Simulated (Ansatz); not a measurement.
# Ge (Germanium): the cost of one run

Program: Ansatz 0.2.0. Level of theory: DFT PBE, scalar-relativistic, plane waves, PAW. These are calculated values, not measurements.

1 further run of the same task is left out (set aside as unsound or not needed).

### 1 The starting structure

The structure is cubic, space group Fd-3m (No. 227). The conventional cell has a = 5.761 Å, b = 5.761 Å, c = 5.761 Å, α = 90.00°, β = 90.00°, γ = 90.00°. Ge (site symmetry -43m) is surrounded by 4 Ge at 2.49 Å.

Structure file:

```xyz
2
Lattice="0.0000 2.8805 2.8805 2.8805 0.0000 2.8805 2.8805 2.8805 0.0000" Properties=species:S:1:pos:R:3 pbc="T T T"
Ge    0.0000    0.0000    0.0000
Ge    1.4403    1.4403    1.4403
```

It is the result of an earlier relaxation at this level (volume 23.90 Å³/atom; gap on the mesh: none (metal)).

### 2 Electronic structure at the relaxed geometry

The input, input.yaml:

```yaml
crystal:
  lattice:
    - [0.0, 2.8805364332, 2.8805364332]
    - [2.8805364332, 0.0, 2.8805364332]
    - [2.8805364332, 2.8805364332, 0.0]
  atoms:
    - { symbol: Ge, position: [0.0, 0.0, 0.0] }
    - { symbol: Ge, position: [0.25, 0.25, 0.25] }
basis:
  ecutwfc: 420
kpoints:
  mp_grid: { grid: [14, 14, 14] }
  band_path:
    path:
      - [[0.0, 0.0, 0.0], [0.5, 0.0, 0.5], [0.625, 0.25, 0.625]]
      - [[0.375, 0.375, 0.75], [0.0, 0.0, 0.0], [0.5, 0.5, 0.5], [0.5, 0.25, 0.75], [0.5, 0.0, 0.5]]
    npoints: 14
hamiltonian:
  xc: pbe
scf:
  occupations: { method: gaussian, width: 0.1 }
  n_extra_bands: 6
output:
  forces: true
  stress: true
  eigenvalues: true
  populations: true
  dos: { projected: true, de: 0.02, nscf_kmesh: { grid: [21, 21, 21] } }
  bader: true
  write_density: true
  write_potential: true
  elf: true
  volumetric_format: npy
```

Command:

```console
> ansatz run input.yaml --threads 1 --pin off --max-ram 2560MiB --backend cpu --events-out ev --progress --plain --runs-dir out
```

Q: Estimate wall time and peak memory on 1 thread of Intel Xeon Platinum 8488C (Sapphire Rapids), shared host.

About 31 s, with a peak of 0.53 GiB.
